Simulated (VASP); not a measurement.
# HgSe (F-43m) in VASP: settings compared, part 2 of 2

VASP 6.6.1. The steps go on from the part before.

## Step 5: Relaxation of cell and atoms, LDA

INCAR reads:

```
ALGO = Normal
EDIFF = 1E-7
EDIFFG = -0.005
ENCUT = 600
IBRION = 2
ISIF = 3
ISMEAR = 0
LASPH = True
LCHARG = False
LREAL = False
LWAVE = False
NELM = 80
NSW = 90
PREC = Accurate
SIGMA = 0.03
```

KPOINTS reads:

```
k-points
0
Gamma
  10 10 10
```

POSCAR reads:

```
HgSe                                    
1.0
    0.0000000000      3.0408167854      3.0408167854
    3.0408167854      0.0000000000      3.0408167854
    3.0408167854      3.0408167854     -0.0000000000
  Hg              Se            
     1     1
Direct
     0.0000000000000000    0.0000000000000000    0.0000000000000000
     0.2500000000000000    0.2500000000000000    0.2500000000000000
```

Potentials or basis: VASP PAW LDA potentials, release 64 (Hg, Se).

Launch:

```console
> cat potpaw_LDA.64/Hg/POTCAR potpaw_LDA.64/Se/POTCAR > POTCAR
> mpirun -np 1 vasp_std > vasp.out
```

OUTCAR:

```text
EDIFF = 1E-7
   EDIFFG = -0.005
   ENCUT = 600
   IBRION = 2
   ISIF = 3
   ISMEAR = 0
   LASPH = True
   LREAL = False
   NELM = 80
   NSW = 90
   PREC = Accurate

 ion  position               nearest neighbor table
   1  0.000  0.000  0.000-   2 2.63   2 2.63   2 2.63   2 2.63
   2  0.250  0.250  0.250-   1 2.63   1 2.63   1 2.63   1 2.63

  LATTYP: Found a face centered cubic cell.
 ALAT       =     6.0816335708

  Lattice vectors:

 A1 = (   0.0000000000,   3.0408167854,   3.0408167854)
 A2 = (   3.0408167854,   0.0000000000,   3.0408167854)
 A3 = (   3.0408167854,   3.0408167854,   0.0000000000)

Analysis of symmetry for initial positions (statically):
=====================================================================
 Subroutine PRICEL returns:
 Original cell was already a primitive cell.

 Routine SETGRP: Setting up the symmetry group for a
 face centered cubic supercell.

 Subroutine GETGRP returns: Found 24 space group operations
 (whereof 24 operations were pure point group operations)
 out of a pool of 48 trial point group operations.

The static configuration has the point symmetry T_d .

Analysis of symmetry for dynamics (positions and initial velocities):
=====================================================================
[... 173 lines left out ...]
      4      -5.5838      2.00000
      5      -4.8360      2.00000
      6      -4.8360      2.00000
      7       0.5131      2.00000
      8       1.6223      1.33334
      9       1.6223      1.33333
     10       1.6223      1.33333
     11       7.0101      0.00000
     12       7.0101      0.00000
     13       7.0101      0.00000
[... 354 lines left out ...]
  band No.  band energies     occupation
      1     -11.3717      2.00000
      2      -5.4554      2.00000
      3      -5.2166      2.00000
      4      -5.1958      2.00000
      5      -4.7858      2.00000
      6      -4.7499      2.00000
      7      -2.7048      2.00000
      8      -0.4092      2.00000
      9      -0.2344      2.00000
     10       4.3090      0.00000
     11       4.9095      0.00000
     12       8.7582      0.00000
     13       9.7622      0.00000

 [... further k-points ...]
[... 5 lines left out ...]
  --------------------------------------------------------------------------------------
  -------------------------------------------------------------------------------------
  Total       -0.0048308     -0.0048308     -0.0048308      0.0000000      0.0000000      0.0000000
  in kB       -0.1376337     -0.1376337     -0.1376337      0.0000000      0.0000000      0.0000000
  external PRESSURE =      -0.1376337 kB  Pullay stress =       0.0000000 kB

 VOLUME and BASIS-vectors are now :
 -----------------------------------------------------------------------------
  energy-cutoff  :      600.00
  volume of cell :       56.23
      direct lattice vectors                 reciprocal lattice vectors
     0.000000000  3.040816785  3.040816785    -0.164429505  0.164429505  0.164429505
     3.040816785  0.000000000  3.040816785     0.164429505 -0.164429505  0.164429505
     3.040816785  3.040816785  0.000000000     0.164429505  0.164429505 -0.164429505

 POSITION                                       TOTAL-FORCE (eV/Angst)
 -----------------------------------------------------------------------------------
      0.00000      0.00000      0.00000         0.000000      0.000000      0.000000
      1.52041      1.52041      1.52041        -0.000000     -0.000000     -0.000000
 -----------------------------------------------------------------------------------
    total drift:                               -0.000000     -0.000000     -0.000000

  FREE ENERGIE OF THE ION-ELECTRON SYSTEM (eV)
  ---------------------------------------------------
  free  energy   TOTEN  =        -5.4941563976 eV

  energy  without entropy=       -5.4941101188  energy(sigma->0) =       -5.49413326

 reached required accuracy - stopping structural energy minimisation
```

OSZICAR:

```text
N       E                     dE             d eps       ncg     rms          rms(c)
DAV:   1     0.124982438248E+03    0.12498E+03   -0.93112E+03  1230   0.139E+03
DAV:   2    -0.230230461815E+00   -0.12521E+03   -0.11801E+03  1337   0.296E+02
DAV:   3    -0.577171604272E+01   -0.55415E+01   -0.55006E+01  1492   0.647E+01
DAV:   4    -0.580366605341E+01   -0.31950E-01   -0.31944E-01  1307   0.506E+00
DAV:   5    -0.580383917491E+01   -0.17312E-03   -0.17312E-03  1482   0.347E-01    0.800E+00
DAV:   6    -0.551363854733E+01    0.29020E+00   -0.60043E-01  1665   0.123E+01    0.615E+00
DAV:   7    -0.549792404320E+01    0.15715E-01   -0.12597E-01  1292   0.303E+00    0.264E+00
DAV:   8    -0.549451758136E+01    0.34065E-02   -0.17491E-02  1297   0.195E+00    0.203E-01
DAV:   9    -0.549417165862E+01    0.34592E-03   -0.18799E-03  1382   0.713E-01    0.597E-02
DAV:  10    -0.549415759961E+01    0.14059E-04   -0.12777E-04  1317   0.124E-01    0.309E-02
DAV:  11    -0.549415988964E+01   -0.22900E-05   -0.53878E-05  1372   0.103E-01    0.248E-02
DAV:  12    -0.549415633671E+01    0.35529E-05   -0.11300E-05  1365   0.521E-02    0.614E-03
DAV:  13    -0.549415639762E+01   -0.60910E-07   -0.60059E-07  1277   0.581E-03
   1 F= -.54941564E+01 E0= -.54941333E+01  d E =-.549416E+01
```

Run time: 19 s. Hardware: 1 thread of Intel Xeon Platinum 8488C (Sapphire Rapids), shared host; peak memory 0.2 GiB.

Results:

| Item | Value |
| --- | --- |
| Free energy | -5.4942 eV |
| Pressure after relaxing | 0.0 GPa |
| Band gap on the k mesh | none (metal or under the smearing width) |

Final structure:
```
CELL_PARAMETERS angstrom
0.00000 3.04082 3.04082
3.04082 0.00000 3.04082
3.04082 3.04082 0.00000
ATOMIC_POSITIONS crystal
Hg 0.00000 0.00000 0.00000
Se 0.25000 0.25000 0.25000
```

Caveat: the relaxation stopped at its first step, so nothing moved.
